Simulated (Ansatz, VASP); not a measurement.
# InSe in two plane-wave programs, part 3 of 3

One calculation is typed for both programs; each brings its own data sets. How far apart do they land? The structure shown is the start of the Ansatz relaxation below; VASP solves that cell, so the two are compared at the walk's first step.

VASP 6.6.1 and Ansatz 0.2.0.

So far. Step 4 (Comparison): The forces differ by 10 meV/Å r.m.s., which is 9.8 % of the r.m.s. force of 0.103 eV/Å (both taken over all components). With vacuum in the cell, a pressure given here is an average over mostly empty space and none of the material. Step 7 (Differences): The forces differ by 10 meV/Å r.m.s., which is 9.7 % of the r.m.s. force of 0.103 eV/Å (both taken over all components). With vacuum in the cell, a pressure given here is an average over mostly empty space and none of the material.

### 8. Ansatz: relaxation, PBEsol with D3(BJ)

Level of this step: Ansatz beside VASP: Kohn-Sham DFT, plane waves, PBEsol with D3(BJ) (Ansatz).

The two programs are compared at the cell with which this relaxation starts, whose forces are those of its first step.

The structure compared here is the start of the Ansatz relaxation; VASP solves that cell, so the two are compared at the walk's first step.

The input, input.yaml:

```yaml
crystal:
  lattice:
    - [4.09, 0.0, 0.0]
    - [-2.045, 3.5420439015, 0.0]
    - [0.0, 0.0, 54.8]
  atoms:
    - { symbol: In, position: [0.3333333333, 0.6666666667, 0.448540146] }
    - { symbol: In, position: [0.3333333333, 0.6666666667, 0.3970802919] }
    - { symbol: Se, position: [0.6666666667, 0.3333333333, 0.4717153284] }
    - { symbol: Se, position: [0.6666666667, 0.3333333333, 0.3739051095] }
    - { symbol: In, position: [0.3333333333, 0.6666666667, 0.6029197081] }
    - { symbol: In, position: [0.3333333333, 0.6666666667, 0.551459854] }
    - { symbol: Se, position: [0.6666666667, 0.3333333333, 0.6260948905] }
    - { symbol: Se, position: [0.6666666667, 0.3333333333, 0.5282846716] }
  periodic: [true, true, false]
kpoints:
  mp_grid: { grid: [6, 6, 1] }
hamiltonian:
  xc: pbesol
  dispersion: d3bj
  pseudopotentials: { kind: paw, azcp: { folder: soft_1 }, xc_functional: pbe }
scf:
  occupations: { method: fermi_dirac, width: 0.02 }
relax:
  f_tol: 0.01
  max_steps: 100
  cell: {}
```

Run with:

```console
> ansatz run input.yaml --threads 2 --pin off --max-ram 92160MiB --backend cuda --events-out ev --progress --plain --runs-dir out --devices 1 --max-vram 13GiB
```

Numbers of over 12 decimals in the logs are rounded to 6 here.

The program printed:

```text
GPUs: using 1 of 1 available (devices: 1).
[...]
GPU FFT provider: cuFFT
GPU libraries: cuBLAS 13.8.2, cuFFT 12.4.0, cuSOLVER 12.3.4
Crystal: 8 atoms, lattice volume = 793.885 Å³
Basis set: ecut = 420 eV, 15423 PW (Γ), exchange–correlation on 60×60×750 points (8 copies of the dense FFT grid, shifted against one another)
[...]
atoms:
    - { symbol: In, position: [0.333333, 0.666667, 0.444102] }
    - { symbol: In, position: [0.333333, 0.666667, 0.393875] }
    - { symbol: Se, position: [0.666667, 0.333333, 0.467847] }
    - { symbol: Se, position: [0.666667, 0.333333, 0.370121] }
    - { symbol: In, position: [0.333333, 0.666667, 0.606125] }
    - { symbol: In, position: [0.333333, 0.666667, 0.555898] }
    - { symbol: Se, position: [0.666667, 0.333333, 0.629879] }
    - { symbol: Se, position: [0.666667, 0.333333, 0.532153] }
[key lines of the parts left out:]
SCF converged after 8 iterations
Free energy (F): -43804.414093 eV
Fermi energy:    -5.045363 eV
P = ½ c Tr σ = -0.0052 N/m
```

### 9. VASP: single point, PBEsol with D3(BJ), start cell, pair 3

The same cell, functional, mesh and smearing now go to VASP, with its own data sets.

The input, INCAR:

```
SYSTEM = InSe
PREC = Accurate
ENCUT = 400
EDIFF = 1E-06
NELM = 120
ISMEAR = -1
SIGMA = 0.02
LREAL = .FALSE.
ALGO = Normal
GGA = PS
IVDW = 12
NBANDS = 47
LORBIT = 11
LWAVE = .FALSE.
LCHARG = .FALSE.
ISIF = 2
LDIPOL = .TRUE.
IDIPOL = 3
DIPOL = 0.5 0.5 0.5
LVHAR = .TRUE.
LASPH = .TRUE.
GGA_COMPAT = .FALSE.
EFERMI = MIDGAP
NELMDL = -8
KPAR = 2
```

The input, POSCAR:

```
InSe
1.0
    4.0900000000      0.0000000000      0.0000000000
   -2.0450000000      3.5420440000      0.0000000000
    0.0000000000      0.0000000000     54.8000000000
In Se
4 4
Direct
    0.3333333804      0.6666667608      0.4485401460
    0.3333333804      0.6666667608      0.3970802920
    0.3333333804      0.6666667608      0.6029197080
    0.3333333804      0.6666667608      0.5514598540
    0.6666666196      0.3333332392      0.4717153285
    0.6666666196      0.3333332392      0.3739051095
    0.6666666196      0.3333332392      0.6260948905
    0.6666666196      0.3333332392      0.5282846715
```

The input, KPOINTS:

```
Automatic mesh
0
Gamma
6 6 1
0 0 0
```

PAW data sets: In_d and Se (PBE family, release 64).

Run with:

```console
> mpirun -np 2 vasp_std
```

The program printed:

```text
[... set-up lines as in an earlier step ...]
 entering main loop
       N       E                     dE             d eps       ncg     rms          rms(c)
DAV:   1     0.577830308538E+03    0.57783E+03   -0.27134E+04   842   0.106E+03
DAV:   2     0.385694289208E+02   -0.53926E+03   -0.52985E+03   815   0.296E+02
DAV:   3    -0.293419458408E+02   -0.67911E+02   -0.67343E+02   829   0.135E+02
DAV:   4    -0.317329623065E+02   -0.23910E+01   -0.23839E+01   781   0.300E+01
[...]
DAV:  27    -0.308722740377E+02   -0.13371E-05   -0.12261E-08   434   0.785E-04    0.284E-04
DAV:  28    -0.308722751305E+02   -0.10928E-05   -0.24286E-08   443   0.175E-03    0.204E-04
DAV:  29    -0.308722752440E+02   -0.11352E-06   -0.24839E-09   434   0.649E-04
   1 F= -.32746250E+02 E0= -.32746250E+02  d E =-.108227E-06
```

From OUTCAR (step 9):

```text
 Edisp (eV)   -1.87397

  Total      -5.13797    -5.13797    -1.38725     0.00000     0.00000     0.00000
  in kB     -10.36918   -10.36918    -2.79968     0.00000     0.00000     0.00000
  external pressure =       -7.85 kB  Pullay stress =        0.00 kB

 POSITION                                       TOTAL-FORCE (eV/Angst)
 -----------------------------------------------------------------------------------
      0.00000      2.36136     24.58000         0.000000     -0.000000     -0.132128
      0.00000      2.36136     21.76000        -0.000000      0.000000     -0.014034
      0.00000      2.36136     33.04000        -0.000000      0.000000      0.014034
      0.00000      2.36136     30.22000        -0.000000      0.000000      0.132128
      2.04500      1.18068     25.85000         0.000000     -0.000000     -0.621150
      2.04500      1.18068     20.49000        -0.000000     -0.000000      0.298400
      2.04500      1.18068     34.31000        -0.000000     -0.000000     -0.298400
      2.04500      1.18068     28.95000         0.000000      0.000000      0.621150
 -----------------------------------------------------------------------------------
    total drift:                               -0.000002     -0.000111     -0.000000

  FREE ENERGIE OF THE ION-ELECTRON SYSTEM (eV)
  ---------------------------------------------------
  free  energy   TOTEN  =       -32.7462496705 eV

  energy  without entropy=      -32.7462495622  energy(sigma->0) =      -32.74624962

[... 2 parts as in an earlier step ...]

[... 1 further part left out ...]
[key lines of the parts left out:]
E-fermi :  -2.4004
```

### 10. Differences

What differs besides the data sets and the points named for the pairs above, as far as they apply: the data sets hold 116 valence electrons in Ansatz (on its PAW soft_1 files) and 76 in VASP. Total energies have different zeros and are not compared.

Forces (eV/Å; atoms numbered as in POSCAR):

```csv
atom,"Ansatz x, y, z","VASP x, y, z"
In1,"0.000, 0.000, -0.112","0.000, 0.000, -0.132"
In2,"0.000, 0.000, -0.031","0.000, 0.000, -0.014"
In3,"0.000, 0.000, 0.031","0.000, 0.000, 0.014"
In4,"0.000, 0.000, 0.112","0.000, 0.000, 0.132"
Se5,"0.000, 0.000, -0.638","0.000, 0.000, -0.621"
Se6,"0.000, 0.000, 0.316","0.000, 0.000, 0.298"
Se7,"0.000, 0.000, -0.316","0.000, 0.000, -0.298"
Se8,"0.000, 0.000, 0.638","0.000, 0.000, 0.621"
```

The forces differ by 10 meV/Å r.m.s., which is 5.1 % of the r.m.s. force of 0.203 eV/Å (both taken over all components). With vacuum in the cell, a pressure given here is an average over mostly empty space and none of the material.

### 11. Results

- r.m.s. force difference (single point, PBEsol with D3(BJ), start cell, pair 1): 10 meV/Å
- r.m.s. force difference (single point, PBEsol with D3(BJ), start cell, pair 2): 10 meV/Å
- r.m.s. force difference (single point, PBEsol with D3(BJ), start cell, pair 3): 5.1 % of the r.m.s. force

**Reading.** The r.m.s. force difference is 5.1 % of the r.m.s. force (single point, PBEsol with D3(BJ), start cell, pair 3), beyond the 3 % picked in this series as the mark of a large difference. The data sets hold unlike numbers of valence electrons (116 in Ansatz and 76 in VASP), so part of the differences comes from the potentials. 3 further runs of this series are not shown here. Such differences can come from data sets, numerical settings and the points named under the comparisons, not from the functional's error against experiment.

[Lines on the potential files, build, host, timing and source positions are cut from VASP's logs without a mark.]

[Logs are printed without paths, hosts, clocks, repeated set-up lines and the standing remarks that a program may print on its own settings, such as how far it seeks lower states.]

[Hosts, paths, dates, database ids (printed as entryN), source tags and the programs' standing remarks are cut or masked in the printed files.]
